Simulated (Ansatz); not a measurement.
**Al: energy over two strains**

How does the energy of Al (Im-3m, No. 229; 1 atom in the cell) change over two coordinates at once? A grid of runs gives the map.

Method: DFT LDA, scalar-relativistic, plane waves, PAW, in Ansatz 0.2.0.

1 further run of the same task is left out (set aside as unsound or not needed).

## (1) Starting point

Symmetry: Im-3m, No. 229, cubic system. Conventional cell: a = 3.189 Å, b = 3.189 Å, c = 3.189 Å, α = 90.00°, β = 90.00°, γ = 90.00°. Al (site symmetry m-3m) has 8 Al at 2.76 Å as nearest neighbours.

As a file:

```xyz
1
Lattice="-1.5946 1.5946 1.5946 1.5946 -1.5946 1.5946 1.5946 1.5946 -1.5946" Properties=species:S:1:pos:R:3 pbc="T T T"
Al    0.0000    0.0000    0.0000
```

It goes back to an entry of the Materials Project, which need not be the stable form.

This cell was relaxed beforehand with the same method: volume 16.22 Å³/atom, gap on the mesh none (metal).

## (2) Reference run

The input, input.yaml:

```yaml
crystal:
  lattice:
    - [-1.5945736486, 1.5945736486, 1.5945736486]
    - [1.5945736486, -1.5945736486, 1.5945736486]
    - [1.5945736486, 1.5945736486, -1.5945736486]
  atoms:
    - { symbol: Al, position: [0.0, 0.0, 0.0] }
basis:
  ecutwfc: 420
kpoints:
  mp_grid: { grid: [20, 20, 20] }
hamiltonian:
  xc: lda
scf:
  occupations: { method: gaussian, width: 0.15 }
output:
  forces: true
  stress: true
  eigenvalues: true
  write_density: true
  write_potential: true
  elf: true
  volumetric_format: npy
```

Run with:

```bash
$ ansatz run input.yaml --threads 1 --pin off --max-ram 2048MiB --backend cpu --events-out ev --progress --plain --runs-dir out
```

The program printed:

```text
[... 28 lines left out ...]
SCF 1 converged in 6 iterations: F = -512.779675 eV  dr2 = 1.37e-15
SCF converged after 6 iterations
Free energy (F): -512.779675 eV
Harris-Foulkes:  -512.779675 eV  (|F-HF|=0.00e0)
Internal energy: -512.774743 eV  (E = F + TS)
E sigma→0 (E₀):  -512.777209 eV
Entropy (-TS):   -0.004932 eV (-4.932 meV/atom)
Fermi energy:    7.922380 eV
--- Per-component energies (eV) ---
  E_band       = 10.467132
  E_kinetic    = 23.032623
  E_local      = 9.554785  (includes V_loc(G=0)·N_el)
  E_nonlocal   = 11.184875
  E_hartree    = 0.064148
  E_xc         = -39.444917
  E_vxc        = -29.419095  (∫ρ·V_xc dr)
  E_paw        = -443.278529  (= ΣΔE_a)
  E_vpaw       = -4.014347  (= ΣTr[D̂ρ^β])
  E_aug_tail   = -0.000004  (compensation charges beyond the density's cutoff)
  E_ewald      = -73.943440
  E_core_change = 0.055717  (= ΣΔE_core)
  E_smearing   = -0.004932  (= −TS)
  E_closure    = -0.000000  (closes the sum)
  Σ components = -512.779675   (vs F -512.779675, Δ=0.00e0)
--- Forces (eV/Å), atoms counted from 1 ---
  atom   1  Al    -0.00000000     0.00000000     0.00000000
  max |Σ_I F_I| component: 1.48e-31 eV/Å
--- Stress (GPa, compression-positive) ---
       -0.027321       0.000000       0.000000
        0.000000      -0.027321       0.000000
        0.000000      -0.000000      -0.027321
  P = ⅓ Tr σ = -0.0273 GPa (-0.273 kbar)
--- Band table (eV; the first three rows and the last of 256) ---
  k-point 0: bands = ["-3.2956", "21.0760", "21.0760", "21.0760", "22.5956", "22.5956"]
  k-point 1: bands = ["-3.2229", "20.1445", "20.5133", "20.7895", "22.2959", "22.9969"]
  k-point 2: bands = ["-3.0053", "18.3268", "19.6420", "20.1149", "21.6208", "22.7115"]
  k-point 255: bands = ["9.7926", "9.7926", "9.7926", "10.9267", "10.9267", "13.4953"]
```

Wall time 2.7 s (1 thread of Intel Xeon Platinum 8259CL at 2.50GHz (Skylake/Cascade Lake), shared host); peak memory 0.34 GiB.

The maps below are laid out on this run's own conventional cell (a, b, c = 3.189, 3.189, 3.189 Å).

Density in a lattice plane of the grid's cell (edges 3.19 and 3.19 Å, at 0.000 of the third edge), which holds Al.

Ten even steps from '0' (0.06 e/Å³) to '9' (0.21 e/Å³):
```
000146899876667899864110
012357998876667889975321
234578998776667789987543
566899998776667789999866
889999988766666788999998
999999887766666778899999
888888777666666677788888
777777766666666666777777
666666666666666666666666
666666666666666666666666
666666666666666666666666
777777766666666666777777
888888777666666677788888
999999887766666778899999
889999988766666788999998
566899998776667789999866
234578998776667789987543
012357998876667889975321
001146899876667899864100
000136898876667889863100
```
Columns run along the first of these edges and rows up along the second, over one cell in 24 and 20 even steps from the bottom left corner. Atoms in the plane (fractional): Al at (0.00, 0.00).

ELF in the same plane.

Ten even steps from ' ' (0.03) to '@' (0.60):
```
--::..  ..--##%%@@%%####**####%%@@%%##--..  ..::
..      ::++%%@@@@%%####**####%%@@@@%%++::      
    ..::++##@@@@@@%%####**####%%@@@@@@##++::..  
::--==++##@@@@@@@@%%####**####%%@@@@@@@@##++==--
**####%%@@@@@@@@%%######**######%%@@@@@@@@%%####
%%%%@@@@@@@@@@%%%%####******####%%%%@@@@@@@@@@%%
%%%%%%%%%%%%%%%%######******######%%%%%%%%%%%%%%
####%%%%############**********############%%%%##
################******************##############
************************************************
################******************##############
####%%%%############**********############%%%%##
%%%%%%%%%%%%%%%%######******######%%%%%%%%%%%%%%
%%%%@@@@@@@@@@%%%%####******####%%%%@@@@@@@@@@%%
**####%%@@@@@@@@%%######**######%%@@@@@@@@%%####
::--==++##@@@@@@@@%%####**####%%@@@@@@@@##++==--
    ..::++##@@@@@@%%####**####%%@@@@@@##++::..  
..      ::++%%@@@@%%####**####%%@@@@%%++::      
--::..  ..--##%%@@%%####**####%%@@%%##--..  ..::
==--::  ..--**%%%%%%####**####%%%%%%**--..  ::--
```
Columns run along the first of these edges and rows up along the second, over one cell in 24 and 20 even steps from the bottom left corner. Atoms in the plane (fractional): Al at (0.00, 0.00).

Both are smooth fields of the valence electrons: close to the nuclei they are not physical.

The highest ELF values outside the cores: 0.65 on the Al–Al line, 1.0 Å from Al.

## (3) Setting up the map

The energy is mapped over two homogeneous strains (x along [1 0 0], y along [0 1 0], z along [0 0 1] of the conventional cell).

First coordinate, engineering shear strain xy: 9 values from −14.0 %. Second coordinate, strain +e along x and -e along y: 9 values from −7.00 %.

Nothing else is relaxed (symmetry fixes all fractional coordinates). Energies count from the relaxed crystal. Points are written as (first, second).

Of the runs on the grid, 8 are shown in the steps below; the others differ only in the two coordinates.

## (4) Grid point (−14.0 %, 0.00 %)

The input, input.yaml:

```yaml
crystal:
  lattice:
    - [-1.706193804, 1.706193804, 1.5945736486]
    - [1.706193804, -1.706193804, 1.5945736486]
    - [1.4829534932, 1.4829534932, -1.5945736486]
  atoms:
    - { symbol: Al, position: [0.0, 0.0, 0.0] }
basis:
  ecutwfc: 420
kpoints:
  mp_grid: { grid: [20, 20, 20] }
hamiltonian:
  xc: lda
scf:
  occupations: { method: gaussian, width: 0.15 }
output:
  forces: true
  stress: true
  eigenvalues: true
```

Run with:

```bash
$ ansatz run input.yaml --threads 1 --pin off --max-ram 2048MiB --backend cpu --events-out ev --progress --plain --runs-dir out
```

The program printed, shortened:

```text
Warning: RAYON_NUM_THREADS=1 ignored (pool sized by the plan → 1); use --threads N
[...]
Pseudopotentials: kind: paw
Pseudopotential: Al, paw, valence charge 3, recommended cutoff 420 eV (normal), Al.paw.azcp
Functional definition: SPW92
[...]
Crystal: 1 atoms, lattice volume = 16.138 Å³
Basis set: ecut = 420 eV, 323 PW (Γ)
Bands: 6, of which v1, the nominal top of the filled ones, is band 2 counted from 1 (1 counted from 0)
Symmetry: 8 space group operations
Space group: Fmmm (ITA 69), of the structure as read, at distance tolerance 2.5e-5 Å
k-points: 1166 of 8000
[...]
SCF iter   1: F=—  HF=-512.735582 eV  |F-HF|=—  |Δ(HF+E_count)|=         —  Δρ=3.10e-3  dr2=1.55e-3  ethr=1.77e-3  ⟨swp⟩=4.9  Hψ=63029  notcnv=0
[...]
SCF iter   6: F=-512.734942 eV  HF=-512.734942 eV  |F-HF|=4.55e-13  |Δ(HF+E_count)|=  3.43e-11  Δρ=6.49e-8  dr2=2.30e-13  ethr=2.37e-12  ⟨swp⟩=2.2  Hψ=24382  notcnv=0
[...]
SCF converged after 6 iterations
Free energy (F): -512.734942 eV
[...]
E sigma→0 (E₀):  -512.732492 eV
Entropy (-TS):   -0.004900 eV (-4.900 meV/atom)
Fermi energy:    7.946922 eV
[...]
--- Forces (eV/Å), atoms counted from 1 ---
  atom   1  Al     0.00000000     0.00000000    -0.00000000
[...]
--- Stress (GPa, compression-positive) ---
        1.850876       6.601402      -0.000000
        6.601402       1.850876       0.000000
        0.000000      -0.000000       2.520062
  P = ⅓ Tr σ = 2.0739 GPa (20.739 kbar)
--- Band table (eV; the first three rows and the last of 1166) ---
  k-point 0: bands = ["-3.2851", "19.5608", "20.1038", "20.2607", "22.2280", "22.8259"]
[...]
```

It took 7.9 s on 1 thread of Intel Xeon Platinum 8259CL at 2.50GHz (Skylake/Cascade Lake), shared host; peak memory 0.47 GiB.

Energy on the map's scale: 44.7 meV/atom.

## (5) Grid point (−7.0 %, −1.75 %)

Edit input.yaml of step 4 so:

```diff
@@ -2,5 +2,5 @@
   lattice:
-    - [-1.706193804, 1.706193804, 1.5945736486]
-    - [1.706193804, -1.706193804, 1.5945736486]
-    - [1.4829534932, 1.4829534932, -1.5945736486]
+    - [-1.6224786875, 1.6782887652, 1.5945736486]
+    - [1.6224786875, -1.6782887652, 1.5945736486]
+    - [1.510858532, 1.5666686097, -1.5945736486]
   atoms:
```

Run with:

```bash
$ ansatz run input.yaml --threads 1 --pin off --max-ram 2048MiB --backend cpu --events-out ev --progress --plain --runs-dir out
```

The program printed, shortened:

```text
Warning: RAYON_NUM_THREADS=1 ignored (pool sized by the plan → 1); use --threads N
[...]
[... 3 set-up lines as earlier in the session ...]
[...]
Crystal: 1 atoms, lattice volume = 16.193 Å³
Basis set: ecut = 420 eV, 325 PW (Γ)
Bands: 6, of which v1, the nominal top of the filled ones, is band 2 counted from 1 (1 counted from 0)
Symmetry: 4 space group operations
Space group: C2/m (ITA 12), of the structure as read, at distance tolerance 2.5e-5 Å
k-points: 2112 of 8000
[...]
SCF iter   1: F=—  HF=-512.771565 eV  |F-HF|=—  |Δ(HF+E_count)|=         —  Δρ=3.02e-3  dr2=1.44e-3  ethr=1.77e-3  ⟨swp⟩=4.8  Hψ=112739  notcnv=0
[...]
SCF iter   6: F=-512.770973 eV  HF=-512.770973 eV  |F-HF|=0.00e0  |Δ(HF+E_count)|=  1.24e-11  Δρ=1.17e-8  dr2=1.04e-14  ethr=1.00e-12  ⟨swp⟩=2.2  Hψ=41399  notcnv=0
[...]
SCF converged after 6 iterations
Free energy (F): -512.770973 eV
[...]
E sigma→0 (E₀):  -512.768687 eV
Entropy (-TS):   -0.004572 eV (-4.572 meV/atom)
Fermi energy:    7.925257 eV
[...]
--- Forces (eV/Å), atoms counted from 1 ---
  atom   1  Al     0.00000000     0.00000000     0.00000000
[...]
--- Stress (GPa, compression-positive) ---
       -0.231676       3.153753       0.000000
        3.153753       1.423397       0.000000
        0.000000       0.000000       0.229817
  P = ⅓ Tr σ = 0.4738 GPa (4.738 kbar)
--- Band table (eV; the first three rows and the last of 2112) ---
  k-point 0: bands = ["-3.2920", "20.4964", "20.5787", "21.4717", "21.7658", "22.6019"]
[...]
```

Run time: 14 s. Hardware: 1 thread of Intel Xeon Platinum 8259CL at 2.50GHz (Skylake/Cascade Lake), shared host; peak memory 0.6 GiB.

That is 8.7 meV/atom from the zero.

## (6) Grid point (−3.5 %, 0.00 %)

The input, input.yaml:

```yaml
crystal:
  lattice:
    - [-1.6224786875, 1.6224786875, 1.5945736486]
    - [1.6224786875, -1.6224786875, 1.5945736486]
    - [1.5666686097, 1.5666686097, -1.5945736486]
  atoms:
    - { symbol: Al, position: [0.0, 0.0, 0.0] }
basis:
  ecutwfc: 420
kpoints:
  mp_grid: { grid: [20, 20, 20] }
hamiltonian:
  xc: lda
scf:
  occupations: { method: gaussian, width: 0.15 }
output:
  forces: true
  stress: true
  eigenvalues: true
```

Run with:

```bash
$ ansatz run input.yaml --threads 1 --pin off --max-ram 2048MiB --backend cpu --events-out ev --progress --plain --runs-dir out
```

The program printed, shortened:

```text
[...]
SCF converged after 6 iterations
Free energy (F): -512.777246 eV
[...]
E sigma→0 (E₀):  -512.774708 eV
Entropy (-TS):   -0.005077 eV (-5.077 meV/atom)
Fermi energy:    7.921407 eV
[...]
--- Forces (eV/Å), atoms counted from 1 ---
  atom   1  Al    -0.00000000     0.00000000    -0.00000000
[...]
--- Stress (GPa, compression-positive) ---
        0.025829       1.412389      -0.000000
        1.412389       0.025829       0.000000
       -0.000000       0.000000       0.151458
  P = ⅓ Tr σ = 0.0677 GPa (0.677 kbar)
--- Band table (eV; the first three rows and the last of 1166) ---
  k-point 0: bands = ["-3.2949", "20.8412", "20.9292", "21.3316", "22.0759", "22.6099"]
[...]
```

Run time: 7.5 s. Hardware: 1 thread of Intel Xeon Platinum 8259CL at 2.50GHz (Skylake/Cascade Lake), shared host; peak memory 0.47 GiB.

That is 2.4 meV/atom from the zero.

(Part 1 of 2 ends here.)
